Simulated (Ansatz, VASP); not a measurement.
ZnAu in VASP and in Ansatz

Contents of INCAR:

```
SYSTEM = ZnAu
PREC = Accurate ; ENCUT = 520
EDIFF = 1E-6 ; ISMEAR = -1
SIGMA = 0.08 ; LREAL = .False.
LASPH = .True. ; NELM = 60
ALGO = Normal ; ISIF = 2
LWAVE = .False. ; LCHARG = .False.
GGA = PS ; NBANDS = 18
```

File KPOINTS:

```
Automatic mesh
0
Gamma
  12 12 12
  0 0 0
```

POSCAR

```
ZnAu
1.0
    3.1287008864      0.0000000000      0.0000000000
    0.0000000000      3.1287008864      0.0000000000
    0.0000000000      0.0000000000      3.1287008864
Zn Au
1 1
Direct
    0.5000000000      0.5000000000      0.5000000000
    0.0000000000      0.0000000000      0.0000000000
```

Input for Ansatz:

```yaml
crystal:
  lattice:
    - [3.12870088644, 0.0, 0.0]
    - [0.0, 3.12870088644, 0.0]
    - [0.0, 0.0, 3.12870088644]
  atoms:
    - { symbol: Zn, position: [0.5, 0.5, 0.5] }
    - { symbol: Au, position: [0.0, 0.0, 0.0] }
kpoints:
  mp_grid: { grid: [12, 12, 12] }
scf:
  occupations: { method: fermi_dirac, width: 0.08 }
hamiltonian:
  xc: pbesol
  pseudopotentials: { kind: all_electron, lapw: { basis_error: 0.001 } }
output:
  forces: true
  stress: true
  eigenvalues: true
  eigenstates:
    nscf_kmesh: { grid: [16, 16, 16] }
    de_dk: true
    e_range: [-14, 14]
  optics:
    e_range: [0, 20]
    de: 0.2
    sigma: 0.15
    bands: { spectra_wanted_up_to: 20 }
    nscf_kmesh: { grid: [16, 16, 16] }
    drude_damping: 0.03
checkpoint:
  write: ck
  write_wavefunctions: false
```

Alike in both runs: task single point; functional PBEsol; k mesh 12 × 12 × 12; occupations fermi-dirac, width 0.08 eV; no spin polarisation.

```csv
,VASP,Ansatz
version,VASP 6.6.1,Ansatz 0.2.0
potentials or method,"VASP PAW PBE potentials, release 64 (Zn, Au)","all-electron LAPW, scalar-relativistic"
plane-wave cutoff (eV),520,see its input
```

```csv
,VASP,Ansatz,Ansatz less VASP
pressure (GPa),0.1,0.0,-0.13
```

Ansatz ran all-electron here, so the differences hold the error of VASP's frozen core and of both bases. Ansatz warned: «optics_on_partly_filled_bands».

Caveats: the PAW data sets were made with another functional, which shifts forces and pressure a little (VASP). Spin-orbit coupling is left out, which matters for the levels of Au.
